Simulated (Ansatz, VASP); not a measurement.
## One calculation of NaI, two programs

The input INCAR:

```
SYSTEM = NaI
PREC = Accurate ; ENCUT = 520
EDIFF = 1E-8 ; ISMEAR = -1
SIGMA = 0.01 ; LREAL = .FALSE.
LASPH = .TRUE. ; NELM = 100
ALGO = Normal ; ISIF = 2
LWAVE = .FALSE. ; LCHARG = .FALSE.
GGA = PE ; LEFG = .TRUE.
NBANDS = 14
```

Contents of KPOINTS:

```
Automatic mesh
0
G
  7 7 7
  0 0 0
```

Contents of POSCAR:

```
NaI
1.0
    0.0000000000      3.1735512988      3.3658560000
    3.1735512988      0.0000000000      3.3658560000
    3.1735512988      3.1735512988      0.0000000000
Na I
1 1
Direct
    0.0000000000      0.0000000000      0.0000000000
    0.5000000000      0.5000000000      0.5000000000
```

Input for Ansatz:

```yaml
crystal:
  lattice:
    - [0.0, 3.1735512988, 3.365856]
    - [3.1735512988, 0.0, 3.365856]
    - [3.1735512988, 3.1735512988, 0.0]
  atoms:
    - { symbol: Na, position: [0.0, 0.0, 0.0] }
    - { symbol: I, position: [0.5, 0.5, 0.5] }
kpoints:
  mp_grid: { grid: [7, 7, 7] }
scf:
  occupations: { method: fermi_dirac, width: 0.01 }
hamiltonian:
  xc: pbe
  pseudopotentials: { kind: paw }
output:
  forces: true
  stress: true
  eigenvalues: true
  efg: { contact_densities: true }
```

Change from the starting cell: z stretched by +4 % at fixed volume, PAW files.

Alike in both runs: task electric field gradients; functional PBE; k mesh 7 × 7 × 7; occupations fermi-dirac, width 0.01 eV; no spin polarisation.

|  | VASP | Ansatz |
| --- | --- | --- |
| version | VASP 6.6.1 | Ansatz 0.2.0 |
| potentials or method | VASP PAW PBE potentials, release 64 (Na_pv, I) | PAW with Ansatz's default frozen-core files, scalar-relativistic |
| plane-wave cutoff (eV) | 520 | 420 |
| valence electrons in the cell | 14 | 26 |

|  | VASP | Ansatz | Ansatz less VASP |
| --- | --- | --- | --- |
| gap on the k mesh at the Fermi level (eV) | 3.61 | 3.62 | +0.003 |
| pressure (GPa) | 0.6 | 0.6 | -0.01 |
| largest component of the traceless stress (GPa) | 0.92 | 0.91 | -0.007 |
| Vzz of the field gradient on the site that differs most (V/Å²) | -5.3 | -6.5 | -1.20 |

The two sets of potentials don't hold the same shells in valence. Ansatz warned: «gradients_without_spin_orbit».

Caveats: spin-orbit coupling is left out, which moves the levels of the heavy elements.
